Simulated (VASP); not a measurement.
# Pd (Im-3m) in VASP: further runs

One crystal, Pd, is run at these levels: RPBE, PBEsol; tasks: relaxation of cell and atoms.

All numbers are computed with VASP 6.6.1; they aren't measurements. Logs are shortened: lines on timing, memory, paths and dates and some standing lists are left out, and cuts for length are marked.

### Step 1. The crystal as given

Symmetry: Im-3m, No. 229, cubic system. The conventional cell has a = 3.086 Å, b = 3.086 Å, c = 3.086 Å, α = 90.00°, β = 90.00°, γ = 90.00°. Around Pd (site symmetry m-3m) lie 8 Pd at 2.67 Å.

This isn't the form of Pd at room conditions, which is fcc.

### Step 2. Relaxation of cell and atoms, RPBE

INCAR reads:

```
PREC = Accurate ; ENCUT = 600
EDIFF = 1E-7 ; ISMEAR = 0
SIGMA = 0.1 ; LREAL = False
LASPH = True ; NELM = 60
ALGO = Fast ; ISIF = 3
LWAVE = False ; LCHARG = False
GGA = RP ; IBRION = 2
NSW = 90 ; EDIFFG = -0.005
```

KPOINTS reads:

```
Automatic mesh
0
Gamma
  18 18 18
```

POSCAR reads:

```
Pd
1.0
   -1.5431889800      1.5431889800      1.5431889800
    1.5431889800     -1.5431889800      1.5431889800
    1.5431889800      1.5431889800     -1.5431889800
Pd
1
Direct
    0.0000000000      0.0000000000      0.0000000000
```

Potentials or basis: VASP PAW PBE potentials, release 64 (Pd).

On the command line:

```sh
> cat potpaw_PBE.64/Pd/POTCAR > POTCAR
> mpirun -np 1 vasp_std > vasp.out
```

OUTCAR:

```text
PREC = Accurate
   ENCUT = 600
   EDIFF = 1E-7
   ISMEAR = 0
   LREAL = False
   LASPH = True
   NELM = 60
   ISIF = 3
   GGA = RP
   IBRION = 2
   NSW = 90
   EDIFFG = -0.005

 ion  position               nearest neighbor table
   1  0.000  0.000  0.000-

  LATTYP: Found a body centered cubic cell.
 ALAT       =     3.0863779600

  Lattice vectors:

 A1 = (  -1.5431889800,   1.5431889800,   1.5431889800)
 A2 = (   1.5431889800,  -1.5431889800,   1.5431889800)
 A3 = (   1.5431889800,   1.5431889800,  -1.5431889800)

Analysis of symmetry for initial positions (statically):
=====================================================================
 Subroutine PRICEL returns:
 Original cell was already a primitive cell.

 Routine SETGRP: Setting up the symmetry group for a
 body centered cubic supercell.

 Subroutine GETGRP returns: Found 48 space group operations
 (whereof 48 operations were pure point group operations)
 out of a pool of 48 trial point group operations.

The static configuration has the point symmetry O_h .

Analysis of symmetry for dynamics (positions and initial velocities):
=====================================================================
 Subroutine PRICEL returns:
 Original cell was already a primitive cell.

 Routine SETGRP: Setting up the symmetry group for a
 body centered cubic supercell.

 Subroutine GETGRP returns: Found 48 space group operations
 (whereof 48 operations were pure point group operations)
 out of a pool of 48 trial point group operations.

The dynamic configuration has the point symmetry O_h .

 Subroutine INISYM returns: Found 48 space group operations
 (whereof 48 operations are pure point group operations),
 and found     1 'primitive' translations

----------------------------------------------------------------------------------------

                                     Primitive cell

  volume of cell :      14.7000

  direct lattice vectors                    reciprocal lattice vectors
    -1.543188980  1.543188980  1.543188980     0.000000000  0.324004387  0.324004387
     1.543188980 -1.543188980  1.543188980     0.324004387  0.000000000  0.324004387
     1.543188980  1.543188980 -1.543188980     0.324004387  0.324004387  0.000000000

  length of vectors
     2.672881719  2.672881719  2.672881719     0.458211399  0.458211399  0.458211399

  position of ions in fractional coordinates (direct lattice)
     0.000000000  0.000000000  0.000000000

  ion indices of the primitive-cell ions
   primitive index   ion index
                 1           1

----------------------------------------------------------------------------------------

 KPOINTS: Automatic mesh

Automatic generation of k-mesh.
 Grid dimensions read from file:
 generate k-points for:   18   18   18

 Generating k-lattice:

  Cartesian coordinates                     Fractional coordinates (reciprocal lattice)
     0.000000000  0.018000244  0.018000244     0.055555556  0.000000000  0.000000000
     0.018000244  0.000000000  0.018000244     0.000000000  0.055555556  0.000000000
     0.018000244  0.018000244  0.000000000     0.000000000  0.000000000  0.055555556

  Length of vectors
     0.025456189  0.025456189  0.025456189

  Shift w.r.t. Gamma in fractional coordinates (k-lattice)
     0.000000000  0.000000000  0.000000000

 Subroutine IBZKPT returns following result:
 ===========================================

 Found    195 irreducible k-points:

 Following reciprocal coordinates:
            Coordinates               Weight
  0.000000  0.000000  0.000000      1.000000
  0.055556  0.000000  0.000000     12.000000
  0.111111  0.000000  0.000000     12.000000
  0.166667  0.000000  0.000000     12.000000
  0.222222  0.000000  0.000000     12.000000
  0.277778  0.000000  0.000000     12.000000
[... 16 lines left out ...]
  0.333333  0.111111 -0.000000     48.000000
  0.388889  0.111111  0.000000     48.000000
 [... further k-points ...]
   k-points           NKPTS =    195   k-points in BZ     NKDIM =    195   number of bands    NBANDS=      9
   number of dos      NEDOS =    301   number of ions     NIONS =      1
   total plane-waves  NPLWV =  13824
   dimension x,y,z NGX =    24 NGY =   24 NGZ =   24
   dimension x,y,z NGXF=    48 NGYF=   48 NGZF=   48
   ions per type =               1
   NGX,Y,Z   is equivalent  to a cutoff of  14.93, 14.93, 14.93 a.u.
   NGXF,Y,Z  is equivalent  to a cutoff of  29.85, 29.85, 29.85 a.u.
 SYSTEM =  unknown system
   PREC   = accura    normal or accurate (medium, high low for compatibility)
   ISTART =      0    job   : 0-new  1-cont  2-samecut
   ICHARG =      2    charge: 1-file 2-atom 10-const
   ISPIN  =      1    spin polarized calculation?
   LNONCOLLINEAR =      F non collinear calculations
   LSORBIT =      F    spin-orbit coupling
   LASPH  =      T    aspherical Exc in radial PAW
   ENCUT  =  600.0 eV  44.10 Ry    6.64 a.u.   5.34  5.34  5.34*2*pi/ulx,y,z
   NELM   =     60;   NELMIN=  2; NELMDL= -5     # of ELM steps
   EDIFF  = 0.1E-06   stopping-criterion for ELM
   LREAL  =      F    real-space projection
   EDIFFG = -.5E-02   stopping-criterion for IOM
   NSW    =     90    number of steps for IOM
   IBRION =      2    ionic relax: 0-MD 1-quasi-New 2-CG
   NFREE  =      1    steps in history (QN), initial steepest desc. (CG)
   ISIF   =      3    stress and relaxation
   ISYM   =      2    0-nonsym 1-usesym 2-fastsym
   POTIM  = 0.5000    time-step for ionic-motion
   TEBEG  =    0.0;   TEEND  =   0.0 temperature during run
   PSTRESS=    0.0 pullay stress
   NELECT =      10.0000    total number of electrons
   NUPDOWN=      -1.0000    fix difference up-down
   EMIN   =  10.00;   EMAX   =-10.00  energy-range for DOS
   EFERMI =   0.00;   METHOD = LEGACY
   ISMEAR =     0;   SIGMA  =   0.10  broadening in eV -4-tet -1-fermi 0-gaus
   EFERMI_NEDOS =   21; number of points for ismear=-14 and -15
   IALGO  =     68    algorithm
   IMIX   =      4    mixing-type and parameters
     AMIX     =   0.40;   BMIX     =  1.00
     AMIX_MAG =   1.60;   BMIX_MAG =  1.00
  volume/ion in A,a.u.               =      14.70        99.20
  Fermi-wavevector in a.u.,A,eV,Ry     =   1.439801  2.720829 28.205233  2.073026
  Thomas-Fermi vector in A             =   2.558616
   LORBIT       =      0    0 simple, 1 ext, 2 COOP (PROOUT), +10 PAW based schemes
   GGA     = RP    functional components
   LHFCALC =     F    Hartree Fock is set to
   AEXX    =    0.0000 exact exchange contribution
   IVDW    =     0    specifies the selected vdW correction
   LEPSILON=     F    determine dielectric tensor
   LRPA    =     F    only Hartree local field effects (RPA)
 conjugate gradient relaxation of ions
 non-spin polarized calculation
 RMM-DIIS sequential band-by-band and
 Gauss-broadening in eV      SIGMA  =   0.10
  energy-cutoff  :      600.00
  volume of cell :       14.70
 maximum number of plane-waves:       500
 NGX is ok and might be reduce to    24
   NGX = 11   NGY = 11   NGZ = 11

--------------------------------------- Ionic step        1  -------------------------------------------

 number of electron      10.0000000 magnetization

 number of electron       9.9999998 magnetization

 Free energy of the ion-electron system (eV)
  ---------------------------------------------------
  ext. energy  EPLUGINS =         0.00000000
  ---------------------------------------------------
  free energy    TOTEN  =        -4.54751058 eV

  energy without entropy =       -4.54150081  energy(sigma->0) =       -4.54450570

------------------------ aborting loop because EDIFF is reached ----------------------------------------

  FORCE on cell =-STRESS in cart. coord.  units (eV):
  Direction    XX          YY          ZZ          XY          YZ          ZX
  --------------------------------------------------------------------------------------
  -------------------------------------------------------------------------------------
  Total        1.2467219      1.2467219      1.2467219      0.0000000      0.0000000     -0.0000000
  in kB      135.8822880    135.8822880    135.8822880      0.0000000      0.0000000     -0.0000000
  external PRESSURE =     135.8822880 kB  Pullay stress =       0.0000000 kB
[... 90 lines left out ...]
  energy  without entropy=       -4.5852791345  energy(sigma->0) =       -4.58876398

--------------------------------------- Ionic step        4  -------------------------------------------

 number of electron      10.0000000 magnetization

 Free energy of the ion-electron system (eV)
  ---------------------------------------------------
  ext. energy  EPLUGINS =         0.00000000
  ---------------------------------------------------
  free energy    TOTEN  =        -4.59226843 eV

  energy without entropy =       -4.58532541  energy(sigma->0) =       -4.58879692

 E-fermi :   8.7243     XC(G=0): -12.6226

 val. band max:        8.7107509461   @ k =  -0.4444  -0.4444   0.3333
 cond. band min:       8.7281999209   @ k =   0.5000   0.5000   0.4444
 fundamental gap:      0.0174489748
 Fermi energy:         8.7243360196

 k-point     1 :       0.0000    0.0000    0.0000
  band No.  band energies     occupation
      1       2.1843      2.00000
      2       6.0885      2.00000
      3       6.0885      2.00000
      4       6.0885      2.00000
      5       7.8664      2.00000
      6       7.8664      2.00000
      7      27.9537      0.00000
      8      27.9537      0.00000
      9      27.9537      0.00000
[... 265 lines left out ...]
 k-point    24 :       0.3889    0.1111    0.0000
  band No.  band energies     occupation
      1       4.2396      2.00000
      2       5.1219      2.00000
      3       7.4882      2.00000
      4       7.7727      2.00000
      5       8.5105      1.99750
      6      11.1469      0.00000
      7      16.8964      0.00000
      8      23.1134      0.00000
      9      25.3546      0.00000

 [... further k-points ...]

------------------------ aborting loop because EDIFF is reached ----------------------------------------

  FORCE on cell =-STRESS in cart. coord.  units (eV):
  Direction    XX          YY          ZZ          XY          YZ          ZX
  --------------------------------------------------------------------------------------
  -------------------------------------------------------------------------------------
  Total        0.0031343      0.0031343      0.0031343     -0.0000000     -0.0000000      0.0000000
  in kB        0.3168414      0.3168414      0.3168414     -0.0000000     -0.0000000      0.0000000
  external PRESSURE =       0.3168414 kB  Pullay stress =       0.0000000 kB
[... 16 lines left out ...]
  FREE ENERGIE OF THE ION-ELECTRON SYSTEM (eV)
  ---------------------------------------------------
  free  energy   TOTEN  =        -4.5922684287 eV

  energy  without entropy=       -4.5853254126  energy(sigma->0) =       -4.58879692

 reached required accuracy - stopping structural energy minimisation
```

Run time: 64 s. Hardware: 1 thread of Intel Xeon Platinum 8488C (Sapphire Rapids), shared host; peak memory 0.18 GiB.

What came out:

```yaml
Free_energy: -4.5923 eV
Relaxed_volume: 15.85 Å³/atom
Relaxed_cell: a = 2.741 Å, b = 2.741 Å, c = 2.741 Å, α = 109.47°, β = 109.47°, γ = 109.47°
Space_group_after_relaxing_to_0.05_Å: Im-3m (No. 229)
Energy_gained_by_relaxing: 44.8 meV/atom
Ionic_steps: 4
Pressure_after_relaxing: 0.0 GPa
Band_gap_on_the_k_mesh: none (metal or under the smearing width)
```

Step by step:
| step | energy change (eV) | largest force (eV/Å) | pressure (GPa) | volume (Å³) |
| --- | --- | --- | --- | --- |
| 1 | 0.0000 | 0.0000 | 13.59 | 14.70 |
| 2 | 0.0181 | 0.0000 | -10.82 | 17.52 |
| 3 | -0.0447 | 0.0000 | -0.32 | 15.88 |
| 4 | -0.0448 | 0.0000 | 0.03 | 15.85 |

Final structure:
```yaml
crystal:
  lattice:
    - [-1.58240, 1.58240, 1.58240]
    - [1.58240, -1.58240, 1.58240]
    - [1.58240, 1.58240, -1.58240]
  atoms:
    - { symbol: Pd, position: [0.00000, 0.00000, 0.00000] }
```

Caveat: the PAW data sets were made with another functional, which shifts forces and pressure a little.

### Step 3. Relaxation of cell and atoms, PBEsol

INCAR reads:

```
  PREC = Accurate
  ENCUT = 600
  EDIFF = 1E-7
  ISMEAR = 0
  SIGMA = 0.1
  LREAL = False
  LASPH = True
  NELM = 100
  ALGO = Normal
  ISIF = 3
  LWAVE = False
  LCHARG = False
  GGA = PS
  IBRION = 2
  NSW = 90
  EDIFFG = -0.005
```

KPOINTS reads:

```
regular mesh
0
Gamma
  18 18 18
```

POSCAR is that of step 2.

Potentials or basis: VASP PAW PBE potentials, release 64 (Pd).

On the command line:

```sh
> cat potpaw_PBE.64/Pd/POTCAR > POTCAR
> mpirun -np 1 vasp_std > vasp.out
```

Wall time 17 s (1 thread of Intel Xeon 6975P-C (Granite Rapids), shared host); peak memory 0.17 GiB.

Results (log left out):

```
Free energy                            : -5.9130 eV
Relaxed volume                         : 14.63 Å³/atom
Relaxed cell                           : a = 2.669 Å, b = 2.669 Å, c = 2.669 Å, α = 109.47°, β = 109.47°, γ = 109.47°
Space group after relaxing (to 0.05 Å) : Im-3m (No. 229)
Energy gained by relaxing              : 0.2 meV/atom
Ionic steps                            : 3
Pressure after relaxing                : 0.0 GPa
Band gap on the k mesh                 : none (metal or under the smearing width)
```

Step by step:
```tsv
step	energy change (eV)	largest force (eV/Å)	pressure (GPa)	volume (Å³)
1	0.0000	0.0000	-0.93	14.70
2	0.0003	0.0000	1.58	14.52
3	-0.0002	0.0000	0.01	14.63
```

Final structure:
```
Pd
1.0
    -1.54076    1.54076    1.54076
     1.54076   -1.54076    1.54076
     1.54076    1.54076   -1.54076
Pd
1
Direct
  0.00000 0.00000 0.00000
```

Levels at points of the mesh, in eV from the Fermi level:
```
           k point  band 3  band 4  band 5  band 6  band 7  band 8
(0.00, 0.00, 0.00)   -3.02   -3.02   -0.97   -0.97   19.34   19.34
(0.50, 0.00, 0.00)   -1.05   -0.72    0.62    1.29    7.98   15.10
(0.50, 0.50, 0.50)    0.23    0.23    0.23    9.18    9.18    9.18
```

Caveat: the PAW data sets were made with another functional, which shifts forces and pressure a little.
